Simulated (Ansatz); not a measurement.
# The stack of 2H-WSe2 under 1T-SiSTe, upper layer turned by 180° between two gates, part 3 of 4

Wanted: Fermi level and gate voltage of the stack of 2H-WSe2 under 1T-SiSTe, upper layer turned by 180° as it is charged.

Ansatz 0.2.0; plane-wave DFT, PBE-D3(BJ), Ansatz PAW.

So far. Step 6 (Gated layer, added electrons 3×10¹³ per cm², start …): Against the uncharged case this takes +1.17 V.

### Step 7. Gated layer, added electrons -3×10¹³ per cm², start atoms

Contents of input.yaml:

```yaml
crystal:
  lattice:
    - [3.3757546174, 0.0, 0.0]
    - [-1.6878773087, 2.9234892556, 0.0]
    - [0.0, 0.0, 48.8778472919]
  atoms:
    - { symbol: Se, position: [0.3333333333, 0.6666666667, 0.400999657] }
    - { symbol: W, position: [0.0, 0.0, 0.4347994009] }
    - { symbol: Se, position: [0.3333333333, 0.6666666667, 0.4685502214] }
    - { symbol: Te, position: [0.6666666667, 0.3333333333, 0.5354893235] }
    - { symbol: Si, position: [0.3333333333, 0.6666666667, 0.5732345221] }
    - { symbol: S, position: [0.0, 0.0, 0.599000343] }
  periodic: [true, true, false]
  symmetry: { detect: true }
total_charge: 0.029606
kpoints:
  mp_grid: { grid: [36, 36, 1] }
hamiltonian:
  xc: pbe
  dispersion: d3bj
scf:
  occupations: { method: fermi_dirac, width: 0.05 }
  convergence: { dr2_threshold: 1.0e-10 }
output:
  forces: true
  eigenvalues: true
  write_potential: true
  write_density: true
  volumetric_format: npy
external_charges:
  - { charge: 0, barrier: 10, axis: 3, height: 32.778, sigma: 0.25 }
  - { charge: -0.014803, axis: 3, height: 34.278, sigma: 0.5 }
  - { charge: 0, barrier: 10, axis: 3, height: 16.1, sigma: 0.25 }
  - { charge: -0.014803, axis: 3, height: 14.6, sigma: 0.5 }
```

Command:

```bash
> ansatz run input.yaml --threads 4 --pin off --max-ram 12288MiB --backend cpu --events-out ev --progress --plain --runs-dir out
```

Numbers of over 12 decimals in the logs are rounded to 6 here.

Output:

```text
[...]
Crystal: 6 atoms, lattice volume = 482.375 Å³
Basis set: ecut = 420 eV, 9487 PW (Γ), exchange–correlation on 48×48×720 points (8 copies of the dense FFT grid, shifted against one another)
Bands: 44, of which v1, the nominal top of the filled ones, is band 36 counted from 1 (35 counted from 0)
Symmetry: 6 space group operations
[...]
k-points: 127 of 1296 (time reversal used)
[...]
--- Band table (eV; the first three rows and the last of 127) ---
  k-point 0: bands = [... 32 lower, -7.7431, -6.3857, -4.5880, -4.5880, -4.0157, -3.5947, -3.5947, -3.3733, ... 4 higher]
  k-point 1: bands = [... 32 lower, -7.6621, -6.3925, -4.7052, -4.6006, -3.9561, -3.6198, -3.5746, -3.4176, ... 4 higher]
  k-point 2: bands = [... 32 lower, -7.5596, -6.4150, -5.0118, -4.6400, -3.8536, -3.6668, -3.5195, -3.5092, ... 4 higher]
  k-point 126: bands = [... 32 lower, -8.6358, -8.6012, -7.8608, -6.3494, -5.4973, -5.0244, -3.4148, -2.9933, ... 4 higher]
[key lines of the parts left out:]
SCF converged after 15 iterations
Free energy (F): -29844.704483 eV
Fermi energy:    -5.562646 eV
```

Wall time 2.7 min (4 threads of Arm Neoverse V1, shared host); peak memory 2.1 GiB.

Against the uncharged case this takes -1.19 V.

### Step 8. Gated layer, added electrons 10×10¹³ per cm²

input.yaml, the sections that differ from step 7:

```yaml
total_charge: -0.09869
kpoints:
  mp_grid: { grid: [36, 36, 1] }
  band_path:
    path: [[0, 0, 0], [0.5, 0, 0], [0.33333333, 0.33333333, 0], [0, 0, 0]]
    npoints: 16
output:
  forces: true
  eigenvalues: true
  dos: { projected: true, e_range: [-3, 3], de: 0.01 }
  write_potential: true
  write_density: true
  volumetric_format: npy
  elf: true
external_charges:
  - { charge: 0, barrier: 10, axis: 3, height: 32.778, sigma: 0.25 }
  - { charge: 0.049345, axis: 3, height: 34.278, sigma: 0.5 }
  - { charge: 0, barrier: 10, axis: 3, height: 16.1, sigma: 0.25 }
  - { charge: 0.049345, axis: 3, height: 14.6, sigma: 0.5 }
# crystal, hamiltonian, scf: as in step 7
```

Output:

```text
[...]
Crystal: 6 atoms, lattice volume = 482.375 Å³
Basis set: ecut = 420 eV, 9487 PW (Γ), exchange–correlation on 48×48×720 points (8 copies of the dense FFT grid, shifted against one another)
Bands: 44, of which v1, the nominal top of the filled ones, is band 36 counted from 1 (35 counted from 0)
Symmetry: 6 space group operations
[...]
k-points: 127 of 1296 (time reversal used)
[...]
--- Band table (eV; the first three rows and the last of 127) ---
  k-point 0: bands = [... 32 lower, -3.2645, -2.0222, 0.3334, 0.3334, 0.7580, 0.7580, 0.7761, 0.9707, ... 4 higher]
  k-point 1: bands = [... 32 lower, -3.2838, -2.0280, 0.2151, 0.3208, 0.7178, 0.7781, 0.8093, 0.9567, ... 4 higher]
  k-point 2: bands = [... 32 lower, -3.2130, -2.0478, -0.0932, 0.2812, 0.6331, 0.7292, 0.8338, 0.9188, ... 4 higher]
  k-point 126: bands = [... 32 lower, -4.2750, -3.8248, -3.0181, -1.9828, -0.6582, -0.6570, 0.9297, 1.3602, ... 4 higher]
[key lines of the parts left out:]
SCF converged after 14 iterations
Free energy (F): -29845.105761 eV
Fermi energy:    -0.616665 eV
```

Run time: 2.6 min. Hardware: 4 threads; peak memory 2.1 GiB; 11 min of CPU time.

Against the uncharged case this takes +3.75 V.

### Step 9. Gated layer, added electrons -10×10¹³ per cm²

Changes to input.yaml since step 8:

```diff
@@ -14,3 +14,3 @@
   symmetry: { detect: true }
-total_charge: -0.09869
+total_charge: 0.09869
 kpoints:
@@ -36,4 +36,4 @@
   - { charge: 0, barrier: 10, axis: 3, height: 32.778, sigma: 0.25 }
-  - { charge: 0.049345, axis: 3, height: 34.278, sigma: 0.5 }
+  - { charge: -0.049345, axis: 3, height: 34.278, sigma: 0.5 }
   - { charge: 0, barrier: 10, axis: 3, height: 16.1, sigma: 0.25 }
-  - { charge: 0.049345, axis: 3, height: 14.6, sigma: 0.5 }
+  - { charge: -0.049345, axis: 3, height: 14.6, sigma: 0.5 }
```

Output:

```text
[...]
Crystal: 6 atoms, lattice volume = 482.375 Å³
Basis set: ecut = 420 eV, 9487 PW (Γ), exchange–correlation on 48×48×720 points (8 copies of the dense FFT grid, shifted against one another)
Bands: 44, of which v1, the nominal top of the filled ones, is band 36 counted from 1 (35 counted from 0)
Symmetry: 6 space group operations
[...]
k-points: 127 of 1296 (time reversal used)
[...]
--- Band table (eV; the first three rows and the last of 127) ---
  k-point 0: bands = [... 32 lower, -10.0671, -8.7148, -7.3800, -7.3800, -6.7390, -5.9320, -5.9320, -5.6819, ... 4 higher]
  k-point 1: bands = [... 32 lower, -9.9950, -8.7218, -7.4958, -7.3925, -6.6756, -5.9607, -5.9139, -5.7280, ... 4 higher]
  k-point 2: bands = [... 32 lower, -9.8943, -8.7452, -7.7996, -7.4315, -6.5322, -6.0288, -5.8690, -5.8418, ... 4 higher]
  k-point 126: bands = [... 32 lower, -11.3458, -10.9120, -10.5944, -8.6791, -8.2302, -7.3507, -5.7567, -5.3266, ... 4 higher]
[key lines of the parts left out:]
SCF converged after 19 iterations
Free energy (F): -29844.234403 eV
Fermi energy:    -8.384388 eV
```

Wall time 3.1 min (4 threads); peak memory 2.1 GiB.

Against the uncharged case this takes -4.01 V.

### Step 10. The series together

This step: plane-wave DFT, PBE-D3(BJ), Ansatz PAW; charging by gates (Ansatz 0.2.0).

The potential behind each gate is read from every run and counted from the uncharged case.

Voltage on the gate against the layer's Fermi level, from the uncharged case, mean of the two gates. Table of gate voltage by added electrons:

```
added electrons (10¹³ per cm²)  gate voltage (V)
                        -10.00             -4.01
                         -3.00             -1.19
                         -1.00            -0.396
                          0.00                 0
                          1.00             0.394
                          3.00              1.17
                         10.00              3.75
```

Charge step over voltage step between neighbouring densities. Table of total capacitance by added electrons:

```
added electrons (10¹³ per cm²)  total capacitance (µF/cm²)
                         -6.50                        3.97
                         -2.00                        4.02
                         -0.50                        4.05
                          0.50                        4.07
                          2.00                        4.12
                          6.50                        4.34
```

By hand: 10¹³ electrons per cm² are 0.001 e/Å², which by Gauss's law end a field of 0.181 V/Å. At 10×10¹³ holes per cm², shared by two gates, the field towards a gate is 0.905 V/Å, which over the 5 Å from the outer atoms would drop 4.52 V; the run needs 4.01 V.

### Step 11. Relaxing the charged layer, added electrons -10×10¹³ per cm²

This step: plane-wave DFT, PBE-D3(BJ), Ansatz PAW (Ansatz 0.2.0).

The charge changes the bonds and the gates pull on the outer atoms, so the atoms are relaxed, with one height held.

input.yaml, the sections that differ from step 9:

```yaml
kpoints:
  mp_grid: { grid: [18, 18, 1] }
scf:
  occupations: { method: fermi_dirac, width: 0.05 }
  convergence: { dr2_threshold: 1.0e-09 }
relax:
  f_tol: 0.003
  max_steps: 50
  constraints: [{ site: 3, fix: z }]
output:
  write_potential: true
  write_density: true
  volumetric_format: npy
# crystal, total_charge, hamiltonian, external_charges: as in step 9
```

Output:

```text
[...]
Crystal: 6 atoms, lattice volume = 482.375 Å³
Basis set: ecut = 420 eV, 9487 PW (Γ), exchange–correlation on 48×48×720 points (8 copies of the dense FFT grid, shifted against one another)
Bands: 44, of which v1, the nominal top of the filled ones, is band 36 counted from 1 (35 counted from 0)
Symmetry: 6 space group operations
[...]
k-points: 37 of 324 (time reversal used)
[...]
SCF iter  16: F=-29844.232966 eV  HF=-29844.232966 eV  |F-HF|=1.79e-9  |Δ(HF+E_count)|=   6.64e-9  Δρ=1.70e-7  dr2=6.08e-10  ethr=1.39e-12  ⟨swp⟩=13.5  Hψ=14794  notcnv=0
SCF 1 converged in 16 iterations: F = -29844.232966 eV  dr2 = 6.08e-10
[...]
relax step   1: F+E_penalty+E_count = -29844.23296609 eV  Δ(F+E_penalty+E_count) = +0.000e0 eV  max|allowed force component| = 8.951e-2 eV/Å  Δτ_max = 0.0000 Å  (16 SCF iters, accepted)
[...]
SCF iter  11: F=-29844.233181 eV  HF=-29844.233181 eV  |F-HF|=1.46e-9  |Δ(HF+E_count)|=  2.36e-10  Δρ=2.26e-7  dr2=3.83e-10  ethr=1.39e-12  ⟨swp⟩=13.4  Hψ=16462  notcnv=0
SCF 2 converged in 11 iterations: F = -29844.233181 eV  dr2 = 3.83e-10
relax step   2: F+E_penalty+E_count = -29844.23318053 eV  Δ(F+E_penalty+E_count) = -2.144e-4 eV  max|allowed force component| = 1.074e-1 eV/Å  Δτ_max = 0.0600 Å  (11 SCF iters, accepted)
SCF iter   1: F=—  HF=-29844.234031 eV  |F-HF|=—  |Δ(HF+E_count)|=         —  Δρ=7.15e-4  dr2=2.83e-3  ethr=4.14e-5  ⟨swp⟩=4.0  Hψ=3691  notcnv=0  defer=97
[...]
SCF iter   9: F=-29844.233534 eV  HF=-29844.233534 eV  |F-HF|=7.93e-10  |Δ(HF+E_count)|=   2.56e-9  Δρ=3.94e-7  dr2=7.42e-10  ethr=1.39e-12  ⟨swp⟩=14.6  Hψ=18270  notcnv=0
SCF 3 converged in 9 iterations: F = -29844.233534 eV  dr2 = 7.42e-10
relax step   3: F+E_penalty+E_count = -29844.23353407 eV  Δ(F+E_penalty+E_count) = -3.535e-4 eV  max|allowed force component| = 1.116e-2 eV/Å  Δτ_max = 0.0238 Å  (9 SCF iters, accepted)
[...]
relax step   4: F+E_penalty+E_count = -29844.23353908 eV  Δ(F+E_penalty+E_count) = -5.013e-6 eV  max|allowed force component| = 3.376e-3 eV/Å  Δτ_max = 0.0012 Å  (7 SCF iters, accepted)
SCF iter   1: F=—  HF=-29844.233605 eV  |F-HF|=—  |Δ(HF+E_count)|=         —  Δρ=4.21e-6  dr2=4.89e-7  ethr=2.10e-9  ⟨swp⟩=3.5  Hψ=3235  notcnv=0  defer=94
[...]
SCF iter   6: F=-29844.233540 eV  HF=-29844.233540 eV  |F-HF|=2.85e-9  |Δ(HF+E_count)|=   1.57e-9  Δρ=2.12e-7  dr2=4.69e-10  ethr=1.39e-12  ⟨swp⟩=13.8  Hψ=15126  notcnv=0
SCF 5 converged in 6 iterations: F = -29844.233540 eV  dr2 = 4.69e-10
[...]
relax step   5: F+E_penalty+E_count = -29844.23353951 eV  Δ(F+E_penalty+E_count) = -4.254e-7 eV  max|allowed force component| = 2.357e-5 eV/Å  Δτ_max = 0.0002 Å  (6 SCF iters, accepted)
[...]
the band table was solved once a step of the walk had ended and its energy, with any forces and stress, was formed, with the checks that follow a solve (11964 applications of the Hamiltonian). They found nothing against the state; the energy, forces and stress were not computed again (output.eigenvalues in the input reference)
[...]
SCF converged after 6 iterations
Free energy (F): -29844.233540 eV
[...]
Internal energy: -29844.223182 eV  (E = F + TS)
E sigma→0 (E₀):  -29844.228361 eV
Entropy (-TS):   -0.010357 eV (-1.726 meV/atom)
Fermi energy:    -8.347594 eV
[...]
--- Forces (eV/Å), atoms and charges each counted from 1 ---
  atom   1  Se    -0.00000000     0.00000000    -0.00001452
  atom   2  W      0.00000000    -0.00000000     0.00000524
  atom   3  Se    -0.00000000     0.00000000    -0.00002101
  atom   4  Te    -0.00000000     0.00000000     0.00200641
  atom   5  Si    -0.00000000     0.00000000     0.00000838
  atom   6  S     -0.00000000     0.00000000     0.00002357
  external charge   1     0.00000000     0.00000000     0.00259925
  external charge   2     0.00000000     0.00000000    -0.02232316
  external charge   3     0.00000000     0.00000000    -0.00460525
  external charge   4     0.00000000     0.00000000     0.02232353
  max |Σ_I F_I| component, the external charges' with the atoms': 2.44e-6 eV/Å
--- Band table (eV; the first three rows and the last of 37) ---
  k-point 0: bands = [... 32 lower, -10.0291, -8.6889, -7.3550, -7.3550, -6.7453, -5.8922, -5.8922, -5.6545, ... 4 higher]
  k-point 1: bands = [... 32 lower, -9.8661, -8.7187, -7.7754, -7.4056, -6.5326, -5.9917, -5.8251, -5.8171, ... 4 higher]
  k-point 2: bands = [... 32 lower, -9.7621, -8.8711, -8.6437, -7.5696, -6.4230, -6.1254, -6.0522, -5.8855, ... 4 higher]
  k-point 36: bands = [... 32 lower, -11.3342, -10.8758, -10.5692, -8.6462, -8.2161, -7.3149, -5.7266, -5.2946, ... 4 higher]
--- Relaxed structure (5 steps of the walk, 5 accepted, 0 SCFs on fresh bases) ---
  F+E_penalty+E_count = -29844.23353951 eV   max|allowed force component| = 2.357e-5 eV/Å
  cell:  # Å, volume = 482.3746 Å³
    - [3.375755, 0.0, 0.0]
    - [-1.687877, 2.923489, 0.0]
    - [0.0, 0.0, 48.8778472919]
  atoms:
    - { symbol: Se, position: [0.333333, 0.666667, 0.400280] }
    - { symbol: W, position: [-1.2807702764992164e-17, -3.083952846216893e-17, 0.434164] }
    - { symbol: Se, position: [0.333333, 0.666667, 0.467864] }
    - { symbol: Te, position: [0.666667, 0.333333, 0.5354893235] }
    - { symbol: Si, position: [0.333333, 0.666667, 0.573280] }
    - { symbol: S, position: [-1.1873972724489801e-17, -3.083952846216893e-17, 0.598946] }
```

It took 2.2 min on 4 threads; peak memory 1.2 GiB; 8.7 min of CPU time.

Relaxation path:

```
step  energy less that of the first step (eV)  largest force component (eV/Å)
   1                                   0.0000                          0.0895
   2                                  -0.0002                          0.1074
   3                                  -0.0006                          0.0112
   4                                  -0.0006                          0.0034
   5                                  -0.0006                          0.0000
```

The run keeps the 6 symmetry operations that it works with, so distortions that break them were not tested.

The atoms that moved most (Å):

```
atom     dx     dy      dz  length
 Se1  0.000  0.000  -0.035   0.035
 Se3  0.000  0.000  -0.034   0.034
  W2  0.000  0.000  -0.031   0.031
```

Final coordinates:

```cif
data_structure
_symmetry_space_group_name_H-M 'P 1'
_symmetry_Int_Tables_number 1
_cell_length_a 3.3758
_cell_length_b 3.3758
_cell_length_c 48.8778
_cell_angle_alpha 90.000
_cell_angle_beta 90.000
_cell_angle_gamma 120.000
_cell_volume 482.37
loop_
_atom_site_label
_atom_site_type_symbol
_atom_site_fract_x
_atom_site_fract_y
_atom_site_fract_z
_atom_site_occupancy
Se1 Se 0.33333 0.66667 0.40028 1
W2 W 0.00000 0.00000 0.43416 1
Se3 Se 0.33333 0.66667 0.46786 1
Te4 Te 0.66667 0.33333 0.53549 1
Si5 Si 0.33333 0.66667 0.57328 1
S6 S 0.00000 0.00000 0.59895 1
```

Numbers from this step:

| Quantity | Value |
| --- | --- |
| energy at zero smearing | -29844.2284 eV |
| potential beyond the upper barrier and gate, less the barrier, from the Fermi level | 8.287 eV |

The relaxation took 5 steps and lowered the energy by 5.7e-4 eV; the largest force on the free atoms ends at 2.4e-5 eV/Å.

[end of part 3 of 4]

[Logs are printed without paths, hosts, clocks, repeated set-up lines and the standing remarks that a program may print on its own settings, such as how far it seeks lower states.]

[Hosts, paths, dates, database ids (printed as entryN), source tags and the programs' standing remarks are cut or masked in the printed files.]

[Maps of the electrostatic potential energy from Ansatz leave out the sawtooth potential of an applied field or a dipole correction, so their vacuum need not be flat; planar profiles and work functions include it.]
